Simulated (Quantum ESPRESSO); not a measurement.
MgS (Niningerite):

```xyz
2
Lattice="0.0000 2.6016 2.6016 2.6016 0.0000 2.6016 2.6016 2.6016 0.0000" Properties=species:S:1:pos:R:3 pbc="T T T"
S     2.6016    2.6016    2.6016
Mg    0.0000    0.0000    0.0000
```

* Program: Quantum ESPRESSO 7.5
* Task: phonons
* Functional: WC
* Potentials or basis: PseudoDojo 0.4.1 SR PBE standard
* Cutoff: 1143 eV
* Density cutoff: 4572 eV
* k mesh: 6 × 6 × 6, shifted
* Occupations: fermi-dirac, width 0.05 eV
* Spin: no spin polarisation
* Mixing beta: 0.5
* Most SCF iterations: 120
* SCF threshold: 4e-10 Ry

The cell and the atoms were relaxed first, to 17.53 Å³/atom (a = 3.674 Å, b = 3.674 Å, c = 3.674 Å, α = 60.00°, β = 60.00°, γ = 60.00°), and the response was taken there.

The first run showed a gap, so the response started from a second, tighter run with fixed occupations.

Problem. How polar is the lattice: what are the Born charges, the two dielectric constants and the LO-TO splitting?

Solution. Born charges ±2.32 e; dielectric constants 5.53 (electrons alone) and 14.80 (static); transverse and longitudinal modes at 243 and 398 cm⁻¹.

Caveat: the potentials were made for another functional, which shifts forces and pressure; before the sum rule the acoustic modes lie tens of cm⁻¹ from zero, a sign that the density grid also shifts the optical modes.
